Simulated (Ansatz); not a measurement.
Tetradymite Sb₂Te₃, treated with PBE (PAW; Ansatz, a quantum-chemistry and plane-wave program).

Numerical settings: plane-wave cutoff 520 eV, 10×10×10 k mesh, Fermi–Dirac smearing 0.01 eV, scalar-relativistic PAW data made under PBE.

Energies at three volumes about the minimum:

| V (Å³/atom) | E − E_lowest (meV/atom) |
|---|---|
| 33.457 | 0.72 |
| 34.140 | 0.00 |
| 34.822 | 0.45 |

Question: Fit a parabola by hand: where is the minimum, and what is the bulk modulus?

Answer: Slopes: (0.00 − 0.72)/(34.140 − 33.457) = -1.054 and (0.45 − 0.00)/(34.822 − 34.140) = 0.660 meV/Å³. Curvature E″ = 2 × (0.660 − (-1.054))/(34.822 − 33.457) = 2.511 meV/Å⁶. From the middle of the first interval, the slope vanishes at V0 = 33.7985 − (-1.054)/2.511 = 34.218 Å³/atom. B = V0 E″ = 34.218 × 2.511 meV/Å³ × 0.1602 GPa per meV/Å³ = 13.8 GPa. The full Birch–Murnaghan fit to all volumes gives V0 = 34.156 Å³/atom and B0 = 13.6 GPa.

Shape and atoms are relaxed at each volume.

Measured, for comparison: bulk modulus 36.1 ± 0.9 GPa (temperature not stated, not corrected to a static lattice; as tabulated in Sans et al. (2019), arXiv:1907.08317). Computed less measured: bulk modulus -62 % (against room or unstated temperature, where such soft solids are markedly softer).

Note: the cell comes from a level without a dispersion term, which matters for the spacing of layers, chains or molecules.
